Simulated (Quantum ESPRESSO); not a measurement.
Runs of Quantum ESPRESSO 7.5 on BAs. It takes space group F-43m (No. 216, cubic). Conventional cell: a = 4.777 Å, b = 4.777 Å, c = 4.777 Å, α = 90.00°, β = 90.00°, γ = 90.00°. As (site symmetry -43m) is surrounded by 4 B at 2.07 Å. B (site symmetry -43m) has 4 As at 2.07 Å as nearest neighbours. 

```csv
level,potentials or basis,spin,k mesh,cutoff (eV),k mesh of the self-consistent run,form of the LDA,mesh quality,gap on the mesh (eV)
PBEsol,PseudoDojo 0.4.1 SR PBEsol standard,off,4 × 4 × 4,1143,10 × 10 × 10,-,coarse,(b)
PBEsol,PseudoDojo 0.4.1 SR PBEsol standard,off,12 × 12 × 12,1143,12 × 12 × 12,-,not flagged,1.10
LDA,PseudoDojo 0.4.1 SR LDA stringent,off,6 × 6 × 6,1361,10 × 10 × 10,PW92,not flagged,(a)
PBEsol,PseudoDojo 0.4.1 SR PBEsol standard,off,6 × 6 × 6,1143,10 × 10 × 10,-,not flagged,1.20
PBEsol,PseudoDojo 0.4 FR PBEsol standard,"non-collinear, zero start, SOC",4 × 4 × 4,1143,10 × 10 × 10,-,coarse,1.26
```

Alike in all rows: task single point; cell as given; smearing fixed.

Estimate the missing entries.

(a) 1.24; (b) 1.33.

Caveats: some runs use coarse meshes.

A k mesh can miss the band edges, and rows without SOC leave out spin-orbit coupling on As.

The runs don't all hold the same shells in valence.

Runs at the PBE level aren't shown here.
